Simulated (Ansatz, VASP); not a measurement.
# HfO2: VASP beside Ansatz

```
CELL_PARAMETERS angstrom
4.81353 0.00000 0.00000
0.00000 4.81353 0.00000
0.00000 0.00000 3.20542
ATOMIC_POSITIONS crystal
Hf 0.50000 0.50000 0.50000
Hf 0.00000 0.00000 0.00000
O 0.80504 0.19496 0.50000
O 0.69496 0.69496 0.00000
O 0.30504 0.30504 0.00000
O 0.19496 0.80504 0.50000
```

Measurements of this composition are mostly on another form, of space group No. 14.

Alike in both runs: task relaxation of cell and atoms; functional PBE; k mesh 6 × 6 × 8; occupations fermi-dirac, width 0.05 eV; no spin polarisation.

|  | VASP | Ansatz |
| --- | --- | --- |
| version | VASP 6.6.1 | Ansatz 0.2.0 |
| potentials or method | VASP PAW PBE potentials, release 64 (Hf_pv, O) | Ansatz PAW |
| plane-wave cutoff (eV) | 600 | 420 |
| valence electrons in the cell | 44 | 76 |

VASP gave:

```
gap on the k mesh at the Fermi level, each at its own relaxed structure (eV) : 3.90
relaxed volume (Å³/atom)                                                     : 12.68
relaxed cell length with the largest relative difference (Å)                 : 4.858
energy change over the relaxation (meV/atom)                                 : -5
```

**Question.** Which values does Ansatz return?

**Answer.** gap on the k mesh at the Fermi level, each at its own relaxed structure (eV): 3.90; relaxed volume (Å³/atom): 12.85; relaxed cell length with the largest relative difference (Å): 4.880; energy change over the relaxation (meV/atom): -12.

The two sets of potentials don't hold the same shells in valence.

Caveats: spin-orbit coupling is left out, which moves the levels of the heavy elements; the plane-wave basis is chosen anew once the cell has moved, so the energies of steps on either side of that aren't comparable (Ansatz); the pressure holds a Pulay correction of +0.7 GPa for the finite cutoff (Ansatz). A k mesh can miss the band edges.
